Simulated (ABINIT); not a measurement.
# Quasiparticle gap of AgBr (Fm-3m) in ABINIT, part 2 of 2

Aim: the G0W0 gap of AgBr (Fm-3m) on LDA, step by step.

ABINIT 10.8.3; LDA and many-body steps on it, plane waves. Known limits of the many-body steps: not at the basis limit; d shell near the gap, gap tends to lie low; no spin-orbit coupling; coarse k mesh.

So far. Step 2 (Ground state): The gap is indirect, with the least direct gap 1.93 eV higher. Step 3 (Bands along the symmetry lines): The gap is 0.374 eV, as in the run before at this level.

The database entry behind the starting cell differs from later determinations by our own check (about 0.6 % short of the room-temperature cell), so it need not match the best structure at ambient conditions.

**4. Empty states on the mesh, 4×4×4 mesh, 52 bands**

Level of this step: DFT, LDA, plane waves, norm-conserving pseudopotentials (ABINIT).

The sums over transitions need many empty states on a uniform mesh; this step solves for them.

run.abi

```
acell 3*1.0 Angstrom
rprim 
  -0.000000000000 2.870150000000 2.870150000000
  2.870150000000 0.000000000000 2.870150000000
  2.870150000000 2.870150000000 0.000000000000
ntypat 2
znucl 47 35
natom 2
typat 1 2
xred 
  0.000000000000 0.000000000000 0.000000000000
  0.500000000000 0.500000000000 0.500000000000
pp_dirpath "pseudos"
pseudos "Ag.upf, Br.upf"
ecut 39
ngkpt 4 4 4
nshiftk 1
shiftk 0 0 0
kptopt 1
chksymbreak 0
iscf -2
irdden 1
istwfk *1
nband 52
nbdbuf 4
tolwfr 1e-09
nstep 60
prtvol 0
indata_prefix "in"
outdata_prefix "out"
tmpdata_prefix "tmp"
```

Command:

```console
$ OMP_NUM_THREADS=1 mpirun -n 8 abinit run.abi > log
```

Numbers of over 12 decimals in the logs are rounded to 6 here.

Output:

```text
.Version 10.8.3 of ABINIT. v10.8.2 released Aug 2026.

 Symmetries : space group Fm -3 m (#225); Bravais cF (face-center cubic)
[... echo of the input left out ...]
== DATASET  1 ==================================================================
-   mpi_nproc: 8, omp_nthreads: 1 (-1 if OMP is not activated)

--- !DatasetInfo
iteration_state: {dtset: 1, }
dimensions: {natom: 2, nkpt: 8, mband: 52, nsppol: 1, nspinor: 1, nspden: 1, mpw: 3727, }
cutoff_energies: {ecut:  39.0, pawecutdg:  -1.0, }
electrons: {nelect:   2.60000000E+01, charge:   0.00000000E+00, occopt:   1.00000000E+00, tsmear:   1.00000000E-02, }

 Real(R)+Recip(G) space primitive vectors, cartesian coordinates (Bohr,Bohr^-1):
 R(1)=  0.0000000  5.4237974  5.4237974  G(1)= -0.0921863  0.0921863  0.0921863
 R(2)=  5.4237974  0.0000000  5.4237974  G(2)=  0.0921863 -0.0921863  0.0921863
 R(3)=  5.4237974  5.4237974  0.0000000  G(3)=  0.0921863  0.0921863 -0.0921863
 Unit cell volume ucvol=  3.1910998E+02 bohr^3
 Angles (23,13,12)=  6.00000000E+01  6.00000000E+01  6.00000000E+01 degrees

 getcut: wavevector=  0.0000  0.0000  0.0000  ngfft=  45  45  45
         ecut(hartree)=     39.000   => boxcut(ratio)=   2.04050

--- Pseudopotential description ------------------------------------------------
- Ag Generated using ONCVPSP code by D. R. Hamann
- 47.00000  19.00000  180309                  znucl, zion, pspdat
12 -1012 2 -1 1484                            pspcod,pspxc,lmax,lloc,mmax
     nproj     2     2     2
  pspatm : epsatm=   27.75151743
         --- l  ekb(1:nproj) -->
             0    9.563916   -0.377404
             1    3.385278   -0.142579
             2   -1.707172   -0.417657
 pspatm: atomic psp has been read  and splines computed

- Br Generated using ONCVPSP code by D. R. Hamann
- 35.00000   7.00000  180309                  znucl, zion, pspdat
12 -1012 2 -1 1084                            pspcod,pspxc,lmax,lloc,mmax
     nproj     2     2     2
  pspatm : epsatm=   10.24179696
         --- l  ekb(1:nproj) -->
[...]
pspatm: atomic psp has been read  and splines computed

--------------------------------------------------------------------------------

================================================================================
 prteigrs : about to open file out_EIG
 Non-SCF case, kpt    1 (  0.00000  0.00000  0.00000), residuals and eigenvalues=
  6.30E-10  1.92E-10  2.02E-10  6.11E-10  6.82E-10  1.64E-10  2.89E-10  1.46E-10
  5.87E-10  9.48E-10  1.13E-10  1.60E-10  4.82E-10  6.05E-10  2.82E-10  3.50E-10
  6.38E-10  6.75E-10  1.99E-10  2.81E-10  3.16E-10  1.67E-10  3.32E-10  8.64E-11
[...]
1.38E-07  2.38E-06  2.16E-05  1.87E-05
 -3.1357E+00 -1.7977E+00 -1.7977E+00 -1.7977E+00 -3.8450E-01  6.7019E-02
  6.7019E-02  6.7048E-02  6.7048E-02  6.7048E-02  1.0100E-01  1.0100E-01
  1.0100E-01  1.8573E-01  5.3415E-01  5.3415E-01  5.3415E-01  5.7336E-01
[...]
1.5463E+00  1.5463E+00  1.5463E+00  1.6160E+00  1.6160E+00  1.6160E+00
  1.6695E+00  1.6838E+00  1.6838E+00  1.7033E+00  1.7033E+00  1.7033E+00
  1.7223E+00  1.7403E+00  1.7404E+00  1.7405E+00
 prteigrs : prtvol=0 or 1, do not print more k-points.

--- !ResultsGS
iteration_state: {dtset: 1, }
comment   : Summary of ground state results
lattice_vectors:
- [ -0.0000000,   5.4237974,   5.4237974, ]
- [  5.4237974,   0.0000000,   5.4237974, ]
- [  5.4237974,   5.4237974,   0.0000000, ]
lattice_lengths: [   7.67041,    7.67041,    7.67041, ]
lattice_angles: [ 60.000,  60.000,  60.000, ] # degrees, (23, 13, 12)
lattice_volume:   3.1910998E+02
convergence: {deltae:  0.000E+00, res2:  0.000E+00, residm:  9.912E-10, diffor:  0.000E+00, }
etotal    :  -1.70784725E+02
entropy   :   0.00000000E+00
fermie    :   1.71975809E-01
cartesian_stress_tensor: null
pressure_GPa: null
xred      :
- [  0.0000E+00,   0.0000E+00,   0.0000E+00, Ag]
- [  5.0000E-01,   5.0000E-01,   5.0000E-01, Br]
cartesian_forces: null
force_length_stats: {min: null, max: null, mean: null, }

 Integrated electronic density in atomic spheres:
 ------------------------------------------------
 Atom  Sphere_radius  Integrated_density
[...]
================================================================================

 ----iterations are completed or convergence reached----

 Mean square residual over all n,k,spin=   43.527E-11; max=  99.123E-11
 reduced coordinates (array xred) for    2 atoms
       0.000000000000      0.000000000000      0.000000000000
       0.500000000000      0.500000000000      0.500000000000

 cartesian coordinates (angstrom) at end:
    1      0.000000     0.000000     0.000000
    2      2.870150     2.870150     2.870150
 length scales=  1.889726125908  1.889726125908  1.889726125908 bohr
              =  1.000000000000  1.000000000000  1.000000000000 angstroms
 prteigrs : about to open file out_EIG
 Eigenvalues (hartree) for nkpt=   8  k points:
 kpt#   1, nband= 52, wtk=  0.01563, kpt=  0.0000  0.0000  0.0000 (reduced coord)
[...]
1.18625    1.21909    1.21909    1.42200    1.54628    1.54628    1.54628    1.61603
   1.61603    1.61603    1.66948    1.68384    1.68384    1.70326    1.70326    1.70326
   1.72232    1.74029    1.74043    1.74051
 prteigrs : prtvol=0 or 1, do not print more k-points.

== END DATASET(S) ==============================================================
================================================================================

 -outvars: echo values of variables after computation  --------
            nband          52
             nkpt           8
          spgroup         225
 [... the other variables as echoed above ...]

 Calculation completed.
```

It took 8.9 s on 8 MPI ranks of Arm Neoverse V1, shared host; peak memory 0.52 GiB; 71 s of CPU time.

This step gave:

* gap: 0.3742 eV
* k of the valence top: 0.5, 0, 0
* k of the conduction bottom: 0, 0, 0
* least direct gap: 2.306 eV
* k points computed: 8
* lowest point of the top converged band, above the valence top: 40.86 eV

On this mesh the gap is 0.374 eV.

**5. Screening, 4×4×4 mesh, 48 bands, screening to 108.8 eV**

The RPA dielectric matrix is built and inverted for each q.

This step: RPA screening on LDA, plane waves, norm-conserving pseudopotentials.

Changes to run.abi since step 4:

```diff
@@ -20,10 +20,11 @@
 chksymbreak 0
-iscf -2
-irdden 1
 istwfk *1
-nband 52
-nbdbuf 4
-tolwfr 1e-09
-nstep 60
-prtvol 0
+occopt 1
+irdwfk 1
+optdriver 3
+nband 48
+ecuteps 4
+inclvkb 2
+awtr 1
+symchi 1
 indata_prefix "in"
```

Output:

```text
.Version 10.8.3 of ABINIT. v10.8.2 released Aug 2026.

 Symmetries : space group Fm -3 m (#225); Bravais cF (face-center cubic)
[... echo of the input left out ...]
== DATASET  1 ==================================================================
-   mpi_nproc: 8, omp_nthreads: 1 (-1 if OMP is not activated)

--- !DatasetInfo
iteration_state: {dtset: 1, }
dimensions: {natom: 2, nkpt: 8, mband: 48, nsppol: 1, nspinor: 1, nspden: 1, mpw: 3727, }
cutoff_energies: {ecut:  39.0, pawecutdg:  -1.0, }
electrons: {nelect:   2.60000000E+01, charge:   0.00000000E+00, occopt:   1.00000000E+00, tsmear:   1.00000000E-02, }

 SCREENING: Calculation of the susceptibility and dielectric matrices

 Based on a program developped by R.W. Godby, V. Olevano, G. Onida, and L. Reining.
 Incorporated in ABINIT by V. Olevano, G.-M. Rignanese, and M. Torrent.
.Using double precision arithmetic ; gwpc =  8

[... cell and pseudopotentials left out ...]
--------------------------------------------------------------------------------

 ==== K-mesh for the wavefunctions ====
 Number of points in the irreducible wedge :     8
[... list of points left out ...]
 Together with 48 symmetry operations and time-reversal symmetry
 yields    64 points in the full Brillouin Zone.

 ==== Q-mesh for the screening function ====
 Number of points in the irreducible wedge :     8
[... list of points left out ...]
 Together with 48 symmetry operations and time-reversal symmetry
 yields    64 points in the full Brillouin Zone.

 setmesh: FFT mesh size selected  =    27x   27x   27
          total number of points  =        19683

 vcoul_init : cutoff-mode = AUXILIARY_FUNCTION
 q-points for optical limit:   1
     1)      0.000010    0.000020    0.000030

- screening: taking advantage of time-reversal symmetry
- Maximum band index for partially occupied states nbvw = 13
- Remaining bands to be divided among processors   nbcw = 35
- Number of bands treated by each node ~4

 Number of electrons calculated from density =   26.0000; Expected =   26.0000
 average of density, n =  0.081477
 r_s =    1.4310
 omega_plasma =   27.5342 [eV]

 calculating chi0 at frequencies [eV] :
  1    0.000000E+00    0.000000E+00
  2    0.000000E+00    2.753418E+01

--------------------------------------------------------------------------------
  q-point number  1        q = ( 0.000000, 0.000000, 0.000000) [r.l.u.]
--------------------------------------------------------------------------------
[... chi0 elements left out ...]
 For q-point:  0.000010 0.000020 0.000030
  dielectric constant =   7.7470
  dielectric constant without local fields =   8.2666

  Average fulfillment of the sum rule on Im[epsilon] for q-point    1 :     39.86  [%]
[... wings left out ...]
  q-point number  2        q = ( 0.250000, 0.000000, 0.000000) [r.l.u.]
--------------------------------------------------------------------------------
[... chi0 elements left out ...]
  Average fulfillment of the sum rule on Im[epsilon] for q-point    2 :     57.27  [%]

 [... 6 further q-points ...]
```

It took 6.8 s on 8 MPI ranks; peak memory 1.1 GiB; 54 s of CPU time.

This step gave:

```
ε∞ with local fields, on this mesh, along the program's q direction : 7.747
the same without local fields                                       : 8.267
plasma frequency                                                    : 27.53 eV
plane waves in the screening matrix                                 : 113
```

Local fields lower ε∞ by 6 %. On a Γ-centred mesh this coarse the value itself is usually too large, while a short band sum pulls it down.

**6. Self-energy, 4×4×4 mesh, 48 bands, screening to 108.8 eV**

The self-energy is evaluated for the states that the input lists, and the levels follow from it, in one-shot runs by the linearised quasiparticle equation.

This step: G0W0 on LDA, plane waves, norm-conserving pseudopotentials.

Changes to run.abi since step 5:

```diff
@@ -23,8 +23,17 @@
 irdwfk 1
-optdriver 3
+optdriver 4
 nband 48
+gwcalctyp 0
+ecutsigx 39
+symsigma 1
+nkptgw 2
+kptgw 
+  0.5000000000 0.0000000000 0.0000000000
+  0.0000000000 0.0000000000 0.0000000000
+bdgw 
+  12 15
+  11 17
 ecuteps 4
-inclvkb 2
-awtr 1
-symchi 1
+irdscr 1
+ppmodel 1
 indata_prefix "in"
```

Output:

```text
.Version 10.8.3 of ABINIT. v10.8.2 released Aug 2026.

 Symmetries : space group Fm -3 m (#225); Bravais cF (face-center cubic)
[... echo of the input left out ...]
== DATASET  1 ==================================================================
-   mpi_nproc: 8, omp_nthreads: 1 (-1 if OMP is not activated)

--- !DatasetInfo
iteration_state: {dtset: 1, }
dimensions: {natom: 2, nkpt: 8, mband: 48, nsppol: 1, nspinor: 1, nspden: 1, mpw: 3727, }
cutoff_energies: {ecut:  39.0, pawecutdg:  -1.0, }
electrons: {nelect:   2.60000000E+01, charge:   0.00000000E+00, occopt:   1.00000000E+00, tsmear:   1.00000000E-02, }

 SIGMA: Calculation of the GW corrections

 Based on a program developped by R.W. Godby, V. Olevano, G. Onida, and L. Reining.
 Incorporated in ABINIT by V. Olevano, G.-M. Rignanese, and M. Torrent.
.Using double precision arithmetic ; gwpc =  8

[... cell and pseudopotentials left out ...]
--------------------------------------------------------------------------------

 ==== K-mesh for the wavefunctions ====
 Number of points in the irreducible wedge :     8
[... list of points left out ...]
 Together with 48 symmetry operations and time-reversal symmetry
 yields    64 points in the full Brillouin Zone.

 ==== Q-mesh for screening function ====
 Number of points in the irreducible wedge :     8
[... list of points left out ...]
 Together with 48 symmetry operations and time-reversal symmetry
 yields    64 points in the full Brillouin Zone.

 vcoul_init : cutoff-mode = AUXILIARY_FUNCTION
 q-points for optical limit:   1
     1)      0.000010    0.000020    0.000030
 setmesh: FFT mesh size selected  =    45x   45x   45
          total number of points  =        91125

 Number of electrons calculated from density =   26.0000; Expected =   26.0000
 average of density, n =  0.081477
 r_s =    1.4310
 omega_plasma =   27.5342 [eV]

 === KS Band Gaps ===
  >>>> For spin  1
   Minimum direct gap =   2.3059 [eV], located at k-point      :   0.0000  0.0000  0.0000
   Fundamental gap    =   0.3744 [eV], Top of valence bands at :   0.5000  0.0000  0.0000
                                       Bottom of conduction at :   0.0000  0.0000  0.0000
 SIGMA fundamental parameters:
 PLASMON POLE MODEL  1
 number of plane-waves for SigmaX                 3719
 number of plane-waves for SigmaC and W            113
 number of plane-waves for wavefunctions          3719
 number of bands                                    48
 number of independent spin polarizations            1
 number of spinorial components                      1
 number of k-points in IBZ                           8
 number of q-points in IBZ                           8
 number of symmetry operations                      48
 number of k-points in BZ                           64
 number of q-points in BZ                           64
 number of frequencies for dSigma/dE                 9
 frequency step for dSigma/dE [eV]                0.25
 number of omega for Sigma on real axis              0
 max omega for Sigma on real axis  [eV]           0.00
 zcut for avoiding poles [eV]                     0.10

 EPSILON^-1 parameters (SCR file):
 dimension of the eps^-1 matrix on file            113
 dimension of the eps^-1 matrix used               113
 number of plane-waves for wavefunctions          3719
 number of bands                                    48
 number of q-points in IBZ                           8
 number of frequencies                               2
 number of real frequencies                          1
 number of imag frequencies                          1

 matrix elements of self-energy operator (all in [eV])

 Perturbative Calculation

--- !SelfEnergy_ee
iteration_state: {dtset: 1, }
kpoint     : [   0.500,    0.000,    0.000, ]
spin       : 1
KS_gap     :    3.498
QP_gap     :    4.586
Delta_QP_KS:    1.089
data: !SigmaeeData |
     Band     E0 <VxcDFT>   SigX SigC(E0)      Z dSigC/dE  Sig(E)    E-E0       E
       12   4.680 -19.533 -23.873   3.878   0.796  -0.256 -19.901  -0.368   4.312
       13   4.680 -19.533 -23.873   3.878   0.796  -0.256 -19.901  -0.368   4.312
       14   8.177  -9.321  -4.844  -3.608   0.830  -0.205  -8.600   0.721   8.898
       15  11.049 -13.643  -7.409  -4.493   0.806  -0.241 -12.241   1.402  12.452

--- !SelfEnergy_ee
iteration_state: {dtset: 1, }
kpoint     : [   0.000,    0.000,    0.000, ]
spin       : 1
KS_gap     :    2.306
QP_gap     :    3.662
Delta_QP_KS:    1.356
data: !SigmaeeData |
     Band     E0 <VxcDFT>   SigX SigC(E0)      Z dSigC/dE  Sig(E)    E-E0       E
       11   2.748 -13.138 -16.629   2.949   0.798  -0.253 -13.571  -0.433   2.315
       12   2.748 -13.138 -16.629   2.949   0.798  -0.253 -13.571  -0.433   2.315
       13   2.748 -13.138 -16.629   2.949   0.798  -0.253 -13.571  -0.433   2.315
       14   5.054 -11.110  -6.661  -3.329   0.824  -0.214 -10.187   0.923   5.977
       15  14.535 -11.722  -6.604  -4.007   0.804  -0.243 -10.828   0.894  15.429
       16  14.535 -11.722  -6.604  -4.007   0.804  -0.243 -10.828   0.894  15.429
       17  14.535 -11.722  -6.604  -4.007   0.804  -0.243 -10.828   0.894  15.429

== END DATASET(S) ==============================================================
================================================================================

 -outvars: echo values of variables after computation  --------
           etotal      0.0000000000E+00
            nband          48
             nkpt           8
          spgroup         225
 [... the other variables as echoed above ...]

 Calculation completed.
```

Wall time 3.4 s (8 MPI ranks); peak memory 1.2 GiB.

This step gave:

| Property | Result |
| --- | --- |
| G0W0 gap on the points computed | 1.665 eV |
| starting gap on the mesh | 0.3742 eV |
| k of the valence top | 0.5, 0, 0 |
| k of the conduction bottom | 0, 0, 0 |
| Z at the valence top | 0.796 |
| Z at the conduction bottom | 0.824 |
| least direct G0W0 gap on the computed points | 3.662 eV |

The gap on the mesh goes from 0.37 eV to 1.67 eV, a correction of +1.29 eV.

Limits: finite bands, cutoff and mesh; d shell near the gap, gap tends to lie low; no spin-orbit coupling; coarse k mesh. v1 is the top filled band, c1 the lowest empty one. Levels before and after the correction, in eV, zero at the valence-band top of each column:

```csv
,conduction bottom,valence top
Kohn-Sham,0.37,0.00
G0W0,1.67,0.00
```

```csv
,level,energy (eV)
Kohn-Sham,(0.5 0 0) v2-v1,0.000
Kohn-Sham,(0.5 0 0) c1,3.497
Kohn-Sham,(0.5 0 0) c2,6.370
Kohn-Sham,Γ v3-v1,-1.931
Kohn-Sham,Γ c1,0.374
Kohn-Sham,Γ c2-c4,9.855
G0W0,(0.5 0 0) v2-v1,0.000
G0W0,(0.5 0 0) c1,4.586
G0W0,(0.5 0 0) c2,8.140
G0W0,Γ v3-v1,-1.997
G0W0,Γ c1,1.665
G0W0,Γ c2-c4,11.117
```

**7. Where the time went**

Times are wall times on 8 MPI ranks of Arm Neoverse V1, shared host, good to a factor of about two.

```csv
step,time,share,memory (GiB)
ground state,8 s,21 %,0.59
bands along the symmetry lines,11 s,30 %,0.54
empty states on the mesh,8.9 s,23 %,0.52
screening,6.8 s,18 %,1.1
self-energy,3.4 s,9 %,1.2
```

**8. Results**

| Item | Value |
| --- | --- |
| LDA gap | 0.37 eV, indirect |
| G0W0 gap on the mesh | 1.67 eV |
| GW settings | 4×4×4 mesh, 48 bands, screening to 108.8 eV, Godby-Needs plasmon pole |
| known limits | not at the basis limit; d shell near the gap, gap tends to lie low; no spin-orbit coupling; coarse k mesh |

G0W0 moves the gap on the mesh from 0.37 eV to 1.67 eV (+1.29 eV), with Z of 0.80 and 0.82 at the edges. Local fields lower the RPA ε∞ on this mesh from 8.27 to 7.75; a Γ-centred mesh this coarse tends to raise both, most where the direct gap is narrow, while a short band sum lowers them. Only 2 of the mesh's irreducible points were corrected, so a valley elsewhere could overtake. Bands and cutoff are finite, so the gap is not at the basis limit. The miss can reach some tenths of an eV and take either sign; the mesh is an error of its own. In the G0W0 run levels were corrected at 2 k points alone, so a gap called «on the mesh» is the least over those, and an edge elsewhere would be missed. The 4×4×4 mesh is coarse for this cell, which bears on the long-range parts of exchange and screening. A d shell, filled or nearly so, lies near the gap. One-shot GW converges very slowly in bands there, not always from below, and on a semilocal start the gap tends to come out low; starts rich in exact exchange can overshoot instead. The many-body steps are scalar-relativistic: spin-orbit coupling is not in them.

[Paths, hosts, dates, memory and timing lines, banners, echoed tables and standing remarks are left out of the program output.]

[Logs are printed without paths, hosts, clocks, repeated set-up lines and the standing remarks that a program may print on its own settings, such as how far it seeks lower states.]

[Runs of the session that timed out or met a known fault of the program may be left out.]

[Hosts, paths, dates, database ids (printed as entryN), source tags and the programs' standing remarks are cut or masked in the printed files.]

[G0W0 gaps are taken among the corrected bands and points alone; a level outside them can change the order at an edge.]

[Where Ansatz stands beside ABINIT at settings called matched, ABINIT's density can come from a denser mesh and the files from another edition; pairs whose starting gaps differed by over 0.03 eV were left out, so agreement reads better than it is.]
